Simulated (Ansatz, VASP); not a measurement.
**PbSe in VASP and in Ansatz**

```
Pb Se
1.0
     3.75892    0.00000    0.00000
     0.00000    3.75892    0.00000
     0.00000    0.00000    3.75892
Pb Se
1 1
Direct
  0.00000 0.00000 0.00000
  0.50000 0.50000 0.50000
```

Change from the starting cell: volume scaled by 0.98.

Alike in both runs: task single point; functional LDA; k mesh 7 × 7 × 7; occupations fermi-dirac, width 0.05 eV; no spin polarisation.

|  | VASP | Ansatz |
| --- | --- | --- |
| version | VASP 6.6.1 | Ansatz 0.2.0 |
| potentials or method | VASP PAW LDA potentials, release 64 (Pb_d, Se), cutoff 520 eV | all-electron LAPW, scalar-relativistic |

VASP gave:

| Property | Result |
| --- | --- |
| gap on the k mesh at the Fermi level (eV) | none |
| pressure (GPa) | -3.9 |

Problem. Estimate Ansatz's values.

Solution. gap on the k mesh at the Fermi level (eV): none; pressure (GPa): -4.0.

A gap of «none» marks a metal or a gap that the smearing closes. Ansatz ran all-electron here, so the differences hold the error of VASP's frozen core and of both bases.

The runs have no spin-orbit coupling, so splittings on Pb are missing.
